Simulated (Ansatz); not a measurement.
Calculated S-33 NMR of the central transition for CdS under strain

Cell: a structure deposited in the COD, relaxed with PBE at fixed cell and then changed (z stretched by 2 %, ions relaxed).

```
Cd S
1.0
     0.00000    2.91650    2.97483
     2.91650    0.00000    2.97483
     2.91650    2.91650    0.00000
Cd S
1 1
Cartesian
  0.0000 0.0000 0.0000
  1.4583 1.4583 1.4874
```

Atom numbers follow the list; atoms alike are taken as one site, whose name carries the number of the first.

Computed with Ansatz: DFT, PBE, plane waves and PAW, scalar-relativistic, 420 eV cutoff, Γ-centred 13×13×13 k-points, Fermi–Dirac smearing 0.02 eV.

S-33 has I = 3/2 and Q = -69.40 mb (Pyykkö 2018); at 9.4 T its Larmor frequency is ν₀ = 30.8 MHz. Only the quadrupole interaction is simulated: positions count from each site's isotropic chemical shift, and J coupling is left out, as are shift anisotropy and dipolar coupling, which fast spinning averages.

Simulated pattern of one S site (fast magic-angle spinning, Gaussian broadening 0.03 kHz):

offset (kHz), height and a bar:
```
  -0.9189          0 
  -0.8826          4 #
  -0.8464          6 ##
  -0.8101          6 ##
  -0.7739          6 ##
  -0.7376          6 ##
  -0.7014          7 ##
  -0.6651          7 ##
  -0.6288          7 ##
  -0.5926         10 ###
  -0.5563         76 #######################
  -0.5201         74 ######################
  -0.4838         53 ################
  -0.4476         47 ##############
  -0.4113         44 #############
  -0.3750         43 #############
  -0.3388         43 #############
  -0.3025         44 #############
  -0.2663         47 ##############
  -0.2300         53 ################
  -0.1938         64 ###################
  -0.1575        100 ##############################
  -0.1213         83 #########################
  -0.0850          2
```

(1) Which |C_Q| and η does the pattern imply?

## Answers

(1) The pattern spans 0.761 kHz before broadening and its centre of gravity is at -0.355 kHz, which fixes P_Q; the places of the horns and steps fix η. That gives P_Q = 0.661 MHz, |C_Q| = 0.661 MHz and η = 0.00. The sign of C_Q can't be read from the pattern.

An axis of threefold or higher order runs through S, so V_zz lies along it and η is zero.

Without spin–orbit coupling (the program notes it for Cd) the gradients can shift somewhat, as the gap is small.
